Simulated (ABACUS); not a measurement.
# As (R-3m) in ABACUS: single point with LDA

Aim: the single point of As with LDA.

Program: ABACUS 3.10.1. These are calculated values, not measurements. Logs are shortened: lines on timing, memory, paths and dates and some standing lists are left out, and cuts for length are marked.

### 1 Starting point

The structure is trigonal, space group R-3m (No. 166). The conventional cell has a = 3.762 Å, b = 3.762 Å, c = 10.542 Å, α = 90.00°, β = 90.00°, γ = 120.00°. As (site symmetry 3m) is surrounded by 3 As at 2.51 Å.

### 2 Single point, LDA

Input file run_abacus.py:

```python
"""ABACUS run from a structure file: ASE reads it, the script writes STRU, KPT and INPUT."""
import re
import subprocess
import spglib
from ase import Atoms
from ase.io import read
from ase.units import Bohr

atoms = read("As.cif")
cell, frac, numbers = spglib.standardize_cell((atoms.cell[:], atoms.get_scaled_positions(), atoms.numbers), to_primitive=True, symprec=1e-4)
atoms = Atoms(numbers=numbers, cell=cell, scaled_positions=frac, pbc=True)  # the primitive cell
atoms = atoms[(-atoms.numbers).argsort(kind="stable")]  # ABACUS lists atoms element by element
pseudo = {'As': 'As.upf'}
orbital = {}
magmoms = None
kmesh = [7, 7, 7]
params = {
    'suffix': 'As',
    'calculation': 'scf',
    'basis_type': 'pw',
    'pseudo_dir': './',
    'symmetry': 1,
    'dft_functional': 'pz',
    'ecutwfc': 100,
    'pseudo_rcut': 7,
    'nspin': 1,
    'nbands': 34,
    'ks_solver': 'dav',
    'smearing_method': 'fd',
    'smearing_sigma': 0.00367493,
    'scf_thr': 1e-08,
    'scf_nmax': 100,
    'mixing_type': 'broyden',
    'mixing_beta': 0.7,
    'cal_force': 1,
    'cal_stress': 1,
    'out_chg': 1,
    'kpar': 4,
}

symbols = atoms.get_chemical_symbols()
elements = list(dict.fromkeys(symbols))
lines = ["ATOMIC_SPECIES"] + [f"{e} {atoms.get_masses()[symbols.index(e)]:.4f} {pseudo[e]}" for e in elements]
if orbital:
    lines += ["", "NUMERICAL_ORBITAL"] + [orbital[e] for e in elements]
lines += ["", "LATTICE_CONSTANT", f"{1 / Bohr:.10f}", "", "LATTICE_VECTORS"]
lines += [" ".join(f"{x:.10f}" for x in v) for v in atoms.cell]
lines += ["", "ATOMIC_POSITIONS", "Direct"]
for e in elements:
    lines += ["", e, "0.0", str(symbols.count(e))]
    for i, p in enumerate(atoms.get_scaled_positions(wrap=False)):
        if symbols[i] == e:
            mag = "" if magmoms is None else " mag " + " ".join(str(x) for x in (magmoms[i] if isinstance(magmoms[i], list) else [magmoms[i]]))
            lines.append(" ".join(f"{x:.10f}" for x in p) + " 1 1 1" + mag)
open("STRU", "w").write("\n".join(lines) + "\n")
open("KPT", "w").write("K_POINTS\n0\nGamma\n%d %d %d 0 0 0\n" % tuple(kmesh))
open("INPUT", "w").write("INPUT_PARAMETERS\n" + "".join(f"{k:<20s}{v}\n" for k, v in params.items()))

done = subprocess.run(['mpirun', '-np', '4', 'abacus'])
if done.returncode:
    raise SystemExit(done.returncode)
log = open("OUT.As/running_scf.log").read()
print("final energy (eV):", re.findall(r"FINAL_ETOT_IS (\S+)", log))
```

Input file As.cif:

```cif
data_As
_cell_length_a 3.76159380
_cell_length_b 3.76159380
_cell_length_c 10.54218598
_cell_angle_alpha 90.00000000
_cell_angle_beta 90.00000000
_cell_angle_gamma 120.00000000
_space_group_name_H-M_alt 'R-3m'
_space_group_name_Hall '-R 3 2"'
_space_group_IT_number 166
loop_
_space_group_symop_operation_xyz
'x,y,z'
'-x,-y,-z'
'-y,x-y,z'
'y,-x+y,-z'
'-x+y,-x,z'
'x-y,x,-z'
'y,x,-z'
'-y,-x,z'
'x-y,-y,-z'
'-x+y,y,z'
'-x,-x+y,-z'
'x,x-y,z'
'x+2/3,y+1/3,z+1/3'
'-x+2/3,-y+1/3,-z+1/3'
'-y+2/3,x-y+1/3,z+1/3'
'y+2/3,-x+y+1/3,-z+1/3'
'-x+y+2/3,-x+1/3,z+1/3'
'x-y+2/3,x+1/3,-z+1/3'
'y+2/3,x+1/3,-z+1/3'
'-y+2/3,-x+1/3,z+1/3'
'x-y+2/3,-y+1/3,-z+1/3'
'-x+y+2/3,y+1/3,z+1/3'
'-x+2/3,-x+y+1/3,-z+1/3'
'x+2/3,x-y+1/3,z+1/3'
'x+1/3,y+2/3,z+2/3'
'-x+1/3,-y+2/3,-z+2/3'
'-y+1/3,x-y+2/3,z+2/3'
'y+1/3,-x+y+2/3,-z+2/3'
'-x+y+1/3,-x+2/3,z+2/3'
'x-y+1/3,x+2/3,-z+2/3'
'y+1/3,x+2/3,-z+2/3'
'-y+1/3,-x+2/3,z+2/3'
'x-y+1/3,-y+2/3,-z+2/3'
'-x+y+1/3,y+2/3,z+2/3'
'-x+1/3,-x+y+2/3,-z+2/3'
'x+1/3,x-y+2/3,z+2/3'
loop_
_atom_site_label
_atom_site_type_symbol
_atom_site_symmetry_multiplicity
_atom_site_Wyckoff_symbol
_atom_site_fract_x
_atom_site_fract_y
_atom_site_fract_z
_atom_site_occupancy
As1 As 6 c 0.0000000000 0.0000000000 0.2260000000 1
```

Potentials or basis: PseudoDojo NC SR 0.4.1 LDA stringent, plane waves.

Launch:

```bash
> OMP_NUM_THREADS=1 python run_abacus.py > log
```

running log:

```text
ABACUS v3.10.1

               Atomic-orbital Based Ab-initio Computation at UStc

 ------------------------------------------------------------------------------------

 READING GENERAL INFORMATION
                           global_out_dir = OUT.As/
                           global_in_card = INPUT
                               pseudo_dir = ./
                              orbital_dir =
                                    DSIZE = 4
                                    GSIZE = 1

 READING UNITCELL INFORMATION
                                    ntype = 1
                  lattice constant (Bohr) = 1.88973
              lattice constant (Angstrom) = 1

 READING ATOM TYPE 1
                               atom label = As
                      L=0, number of zeta = 1
                      L=1, number of zeta = 1
                      L=2, number of zeta = 1
             number of atom for this type = 2

                        TOTAL ATOM NUMBER = 2
DIRECT COORDINATES
    atom                   x                   y                   z     mag                  vx                  vy                  vz
taud_As1            0.2260000000        0.2260000000        0.2260000000  0.0000        0.0000000000        0.0000000000        0.0000000000
taud_As2            0.7740000000        0.7740000000        0.7740000000  0.0000        0.0000000000        0.0000000000        0.0000000000

                          Volume (Bohr^3) = 290.59
                             Volume (A^3) = 43.0609

 Lattice vectors: (Cartesian coordinate: in unit of a_0)
              +1.8808            +1.08588            +3.51406
              -1.8808            +1.08588            +3.51406
                   +0            -2.17176            +3.51406
 Reciprocal vectors: (Cartesian coordinate: in unit of 2 pi/a_0)
            +0.265845           +0.153486           +0.094857
            -0.265845           +0.153486           +0.094857
                   +0           -0.306971           +0.094857
 The esolver type has been set to : ksdft_pw

                PAO radial cut off (Bohr) = 7

 Read in pseudopotential file is As.upf
                     pseudopotential type = NC
          exchange-correlation functional = SLAPWNOGXNOGC
                 nonlocal core correction = 1
                        valence electrons = 23
                                     lmax = 2
                           number of zeta = 5
                     number of projectors = 6
                           L of projector = 0
                           L of projector = 0
                           L of projector = 1
                           L of projector = 1
                           L of projector = 2
                           L of projector = 2
 XC functional updated to : pz
          exchange-correlation functional = PZ
     initial pseudo atomic orbital number = 26

 SETUP THE ELECTRONS NUMBER
            electron number of element As = 23
      total electron number of element As = 46
            AUTOSET number of electrons:  = 46
                           occupied bands = 23
                                   NBANDS = 34
[... 162 lines left out ...]
 projector 5 L=2
 projector 6 L=2
      TOTAL NUMBER OF NONLOCAL PROJECTORS = 36

 Init Non-Local PseudoPotential table :
 Init Non-Local-Pseudopotential done.

                                     npwx = 4929

 Make real space PAO into reciprocal space.
       max mesh points in Pseudopotential = 701
     dq(describe PAO in reciprocal space) = 0.01
                                    max q = 1204

 number of pseudo atomic orbitals for As is 5
WARNING: norm of atomic wavefunction # 4 of atomic type As is 0.999981, renormalized
WARNING: norm of atomic wavefunction # 5 of atomic type As is 0.998566, renormalized

 -------------------------------------------
 SELF-CONSISTENT
 -------------------------------------------
                                 init_chg = atomic

 PW ALGORITHM --------------- ION=   1  ELEC=   1--------------------------------

 Notice: Threshold on eigenvalues was too large.
 hsover_error=0.46 > DRHO=0.0117706
 Origin diag ethr = 0.01
 New diag ethr = 2.55883e-05

 Density error is 0.0118508601361
                          Error Threshold = 2.55882628912e-05
----------------------------------------------------------
     Energy           Rydberg                 eV
----------------------------------------------------------
 E_KohnSham     -1233.2566859671     -16779.3180257493
 E_Harris       -1234.0124362054     -16789.6005352549
 E_Fermi        0.8594522573         11.6934478586
----------------------------------------------------------
[... 51 lines left out ...]
 Density error is 1.9362167872e-09
                          Error Threshold = 1.94325340831e-10
----------------------------------------------------------
     Energy           Rydberg                 eV
----------------------------------------------------------
 E_KohnSham     -1233.2569700325     -16779.3218906569
 E_KS(sigma->0) -1233.2568798739     -16779.3206639869
 E_Harris       -1233.2568904645     -16779.3208080789
 E_band         -186.3549096347      -2535.4886213070
 E_one_elec     -1036.0649687555     -14096.3870732670
 E_Hartree      489.3534194930       6657.9948408888
 E_xc           -123.8267062072      -1684.7487689894
 E_Ewald        -562.7185342457      -7656.1784359493
 E_entropy(-TS) -0.0001803171        -0.0024533399
 E_descf        0.0000000000         0.0000000000
 E_exx          0.0000000000         0.0000000000
 E_Fermi        0.8623791874         11.7332707852
----------------------------------------------------------

 charge density convergence is achieved
 final etot is -16779.321891 eV
 EFERMI = 11.733270785 eV

 STATE ENERGY(eV) AND OCCUPATIONS    NSPIN == 1
 1/11 kpoint (Cartesian) = 0.0000 0.0000 0.0000 (4929 pws)
       1       -173.117     0.00583090
       2       -173.116     0.00583090
       3       -117.049     0.00583090
       4       -117.049     0.00583090
       5       -117.046     0.00583090
       6       -117.046     0.00583090
[... 206 lines left out ...]
      33        26.3308        0.00000
      34        28.0409        0.00000

[... levels at 5 further k points ...]

------------------------------------------------------------------------------------------
 TOTAL-FORCE (eV/Angstrom)
------------------------------------------------------------------------------------------
                       As1         0.0000000000         0.0000000000         0.2224800156
                       As2         0.0000000000         0.0000000000        -0.2224800156
------------------------------------------------------------------------------------------

----------------------------------------------------------------
 TOTAL-STRESS (KBAR)
----------------------------------------------------------------
       -16.2186968961        -0.0000000000        -0.0000000000
         0.0000000000       -16.2186968963         0.0000000000
        -0.0000000000        -0.0000000000       -23.6087398372
----------------------------------------------------------------
 TOTAL-PRESSURE: -18.682045 KBAR

 --------------------------------------------
 !FINAL_ETOT_IS -16779.3218906568545208 eV
 --------------------------------------------
```

It took 20 s on 4 MPI ranks of Intel Xeon 6975P-C (Granite Rapids), shared host; peak memory 0.6 GiB.

What came out:

- Free energy: -16779.3219 eV
- Pressure: -1.9 GPa
- Largest force: 0.222 eV/Å
- Band gap on the k mesh: none (metal or under the smearing width)

Forces on the atoms (eV/Å):
```
As   0.000  0.000  0.222
As   0.000  0.000 -0.222
```
